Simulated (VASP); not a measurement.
GaP:

```
Ga P
1.0
     0.00000    2.72525    2.72525
     2.72525    0.00000    2.72525
     2.72525    2.72525    0.00000
Ga P
1 1
Direct
  0.00000 0.00000 0.00000
  0.75000 0.75000 0.75000
```

| Property | Result |
| --- | --- |
| Program | VASP 6.6.1 |
| Task | relaxation of cell and atoms |
| Functional | PBEsol |
| Dispersion | D3 |
| Potentials or basis | VASP PAW PBE potentials, release 64 (Ga_d, P) |
| Cutoff | 600 eV |
| k mesh | 8 × 8 × 8 |
| Occupations | fermi-dirac, width 0.05 eV |
| Spin | no spin polarisation |

At the start: pressure -2.0 GPa; volume 20.24 Å³/atom.

**Question.** Where does the relaxation end?

**Answer.** Over 3 steps the energy falls by 3.1 meV/atom and the volume is 19.76 Å³/atom (-2.4 %); space group F-43m (No. 216, to 0.05 Å).

Step by step:
| step | energy change (eV) | largest force (eV/Å) | pressure (GPa) | volume (Å³) |
| --- | --- | --- | --- | --- |
| 1 | 0.0000 | 0.0000 | -2.03 | 40.48 |
| 2 | -0.0043 | 0.0000 | 1.20 | 38.99 |
| 3 | -0.0063 | 0.0000 | -0.03 | 39.51 |

Final structure:
```cif
data_structure
_symmetry_space_group_name_H-M 'P 1'
_symmetry_Int_Tables_number 1
_cell_length_a 3.8232
_cell_length_b 3.8232
_cell_length_c 3.8232
_cell_angle_alpha 60.000
_cell_angle_beta 60.000
_cell_angle_gamma 60.000
_cell_volume 39.51
loop_
_atom_site_label
_atom_site_type_symbol
_atom_site_fract_x
_atom_site_fract_y
_atom_site_fract_z
_atom_site_occupancy
Ga1 Ga 0.00000 0.00000 0.00000 1
P1 P 0.75000 0.75000 0.75000 1
```

Caveat: the PAW data sets were made with another functional, which shifts forces and pressure a little.
